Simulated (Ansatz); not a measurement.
## Property card for ZnSe

Theory: Ansatz, DFT r2SCAN, scalar-relativistic, plane waves, PAW.

Plane waves to 500 eV, a k mesh through Γ of 8×8×8 on the computed 2-atom cell and Gaussian smearing (0.02 eV); no spin polarisation.

The structure is relaxed at this level of theory with its symmetry kept.

```cif
data_structure
_symmetry_space_group_name_H-M 'F-43m'
_symmetry_Int_Tables_number 216
_cell_length_a 5.6659
_cell_length_b 5.6659
_cell_length_c 5.6659
_cell_angle_alpha 90.000
_cell_angle_beta 90.000
_cell_angle_gamma 90.000
_cell_volume 181.89
loop_
_atom_site_label
_atom_site_type_symbol
_atom_site_symmetry_multiplicity
_atom_site_Wyckoff_symbol
_atom_site_fract_x
_atom_site_fract_y
_atom_site_fract_z
_atom_site_occupancy
Zn1 Zn 4 a 0.00000 0.00000 0.00000 1
Se1 Se 4 d 0.25000 0.25000 0.75000 1
```

```json
{
  "Space group": "F-43m (No. 216)",
  "Volume per atom": "22.74 Å³",
  "Formation energy from the elements' standard states (uncorrected)": "-0.851 eV/atom",
  "Generalised Kohn–Sham band gap": "1.87 eV, direct at Γ",
  "Löwdin character of the top 1 eV of the valence band": "Se 4p 89 %",
  "Löwdin character of the lowest 1 eV of the conduction band": "Zn 4s 60 %, Se 4s 22 %, Se 4p 16 %",
  "Electron masses at the edge by Cartesian direction of the standard setting (m_e; degenerate bands sorted by energy; no spin-orbit coupling)": "x: 0.12; y: 0.12; z: 0.12",
  "Hole masses at the edge by Cartesian direction of the standard setting (m_e; degenerate bands sorted by energy; no spin-orbit coupling)": "x: 0.60, 0.60, 0.13; y: 0.60, 0.60, 0.13; z: 0.60, 0.60, 0.13",
  "Bulk modulus": "65 GPa",
  "Its pressure derivative": "4.4",
  "Electronic dielectric constant xx, yy, zz of the standard setting (independent particles)": "6.6, 6.6, 6.6",
  "Bader charges (e)": "Zn (1 in the cell) 0.83, Se (1 in the cell) -0.83"
}
```